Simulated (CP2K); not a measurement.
Runs of CP2K 2026.2 on BP. The structure is cubic, space group F-43m (No. 216). Conventional cell: a = 4.538 Å, b = 4.538 Å, c = 4.538 Å, α = 90.00°, β = 90.00°, γ = 90.00°. P (site symmetry -43m) has 4 B at 1.97 Å as nearest neighbours. B (site symmetry -43m) is surrounded by 4 P at 1.97 Å. 

```csv
level,potentials or basis,smearing,EPS_DEFAULT,NGRIDS,points a segment of the path (NPOINTS),bands added on the path,CUTOFF of the grids,gap on the mesh (eV),pressure (GPa)
PBEsol,"POTENTIAL_UZH P GTH-PBE-q5, B GTH-PBE-q3; TZVP-MOLOPT-PBE-GTH basis",fermi-dirac 0.01 eV,1.0E-10,5,6,4,450 Ry,1.23,-1.2
r2SCAN,"POTENTIAL_UZH P GTH-SCAN-q5, B GTH-SCAN-q3; TZVP-MOLOPT-SCAN-GTH basis",fermi-dirac 0.05 eV,1.0E-10,5,10,2,675 Ry,1.52,-1.3
TB-mBJ,"POTENTIAL_UZH P GTH-PBE-q5, B GTH-PBE-q3; TZVP-MOLOPT-PBE-GTH basis",fermi-dirac 0.0259 eV,1.0E-9,4,8,4,675 Ry,(a),-
LDA,"GTH_POTENTIALS P GTH-PADE-q5, B GTH-PADE-q3; TZVP-MOLOPT-PBE-GTH basis",fermi-dirac 0.1 eV,1.0E-9,4,8,6,450 Ry,1.31,(b)
```

Alike in all rows: task band structure; no spin polarisation; cell as given; k mesh 10 × 10 × 10.

Question: Fill in the values left out.

Answer: (a) 1.67; (b) -6.1.

Caveats: the basis of atomic orbitals isn't converged, which shifts pressures, moduli and gaps; the potentials were made for another functional, which shifts forces and pressure (some runs); this is a model potential without an energy functional, so only levels have meaning (some runs).

Runs at the PBE level aren't shown here.
